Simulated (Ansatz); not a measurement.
Theory: DFT PBE, scalar-relativistic, plane waves, PAW (Ansatz 0.2.0). Several structures of Mg3B were relaxed, and the powder pattern of one of them was computed from 10° to 70° in 2θ (λ = 1.5406 Å; lines under 1 % are left out).

Cu Kα1 powder pattern (kinematic, no thermal factors).
2θ (°) (relative intensity): 19.14 (7), 28.87 (4), 29.63 (20), 31.19 (38), 35.51 (100), 38.83 (29), 41.85 (11), 42.40 (45), 43.56 (3), 46.90 (3), 49.59 (8), 52.11 (4), 58.40 (8), 58.83 (32), 61.51 (14), 62.41 (1), 65.05 (1), 68.16 (14), 69.35 (1), 69.74 (3)

Task: Which structure gives it?
1. Space group I4/mmm (No. 139), tetragonal, a = 4.097 Å, c = 8.070 Å. Around Mg on a site of symmetry 4/mmm lie 8 Mg at 2.88 Å and 4 B at 2.90 Å; Mg on a site of symmetry -4m2 is surrounded by 4 B at 2.88 Å and 8 Mg at 2.88–2.90 Å; B has 12 Mg at 2.88–2.90 Å.
2. Space group Fm-3m (No. 225), cubic, a = 6.447 Å. Mg on a site of symmetry m-3m has 8 Mg at 2.79 Å and 6 B at 3.22 Å; around Mg on a site of symmetry -43m lie 4 B at 2.79 Å, 4 Mg at 2.79 Å and 6 Mg at 3.22 Å; around B lie 8 Mg at 2.79 Å and 6 Mg at 3.22 Å.
3. Space group Pm-3m (No. 221), cubic, a = 4.044 Å. Mg has 4 B at 2.86 Å and 8 Mg at 2.86 Å; B is surrounded by 12 Mg at 2.86 Å.
4. Space group P4/mmm (No. 123), tetragonal, a = 3.013 Å, c = 9.269 Å. Mg on a site of symmetry 4mm has 1 B at 2.27 Å and 8 Mg at 3.01–3.18 Å; Mg on a site of symmetry 4/mmm is surrounded by 12 Mg at 3.01–3.18 Å; B has 2 Mg at 2.27 Å.

Result: 4. Its strongest line, at 2θ = 35.51°, has d = λ/(2 sin θ) = 2.526 Å and is the (1 0 2) reflection of the conventional P4/mmm cell with a = 3.013 Å, c = 9.269 Å. The others have their strongest lines at 38.2° (1); 39.5° (2); 38.5° (3).

The cells needn't be stable.
